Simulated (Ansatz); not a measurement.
# ZrB2: the cost of one run

Computed with Ansatz 0.2.0 (DFT PBE, scalar-relativistic, plane waves, PAW, unless a step's input says otherwise).

1 further run of the same task is left out (it didn't finish).

## Step 1: The structure to begin with

The structure is tetragonal, space group I4/mcm (No. 140). The conventional cell has a = 5.307 Å, b = 5.307 Å, c = 4.418 Å, α = 90.00°, β = 90.00°, γ = 90.00°. Zr (site symmetry 422) has 2 Zr at 2.21 Å and 8 B at 2.26 Å as nearest neighbours. Around B (site symmetry m2m) lie 4 Zr at 2.26 Å.

Structure file:

```
Zr B
1.0
    -2.65367    2.65367    2.20892
     2.65367   -2.65367    2.20892
     2.65367    2.65367   -2.20892
Zr B
2 4
Cartesian
  0.0000 0.0000 1.1045
  0.0000 0.0000 3.3134
  0.8863 3.5400 0.0000
  1.7673 0.8863 0.0000
  1.7673 -0.8863 2.2089
  0.8863 1.7673 2.2089
```

This is candidate A: Cr2B type (I4/mcm, No. 140).

(A quick probe on a coarse mesh, which set the mesh and smearing, is not shown.)

## Step 3: Coarse relaxation (candidate A)

The input, input.yaml:

```yaml
crystal:
  lattice:
    - [-2.6536669143, 2.6536669143, 2.2089154102]
    - [2.6536669143, -2.6536669143, 2.2089154102]
    - [2.6536669143, 2.6536669143, -2.2089154102]
  atoms:
    - { symbol: Zr, position: [0.25, 0.25, 0.0] }
    - { symbol: Zr, position: [0.75, 0.75, 0.0] }
    - { symbol: B, position: [0.667, 0.167, 0.834] }
    - { symbol: B, position: [0.167, 0.333, 0.5] }
    - { symbol: B, position: [0.333, 0.833, 0.166] }
    - { symbol: B, position: [0.833, 0.667, 0.5] }
basis:
  ecutwfc: 420
kpoints:
  mp_grid: { grid: [6, 6, 6] }
hamiltonian:
  xc: pbe
scf:
  occupations: { method: gaussian, width: 0.1 }
  lower_state_search: "off"
output:
  forces: true
  stress: true
  eigenvalues: true
relax:
  adjacent_minimum: "off"
  f_tol: 0.04
  max_steps: 70
  cell: { stress_tol: 0.4 }
```

Started as:

```
$ ansatz run input.yaml --threads 1 --pin off --max-ram 2560MiB --backend cpu --events-out ev --progress --plain --runs-dir out
```

What time and memory should one allow on 1 thread of an x86-64 CPU, shared host?

About 2.1 min, with a peak of 0.41 GiB.
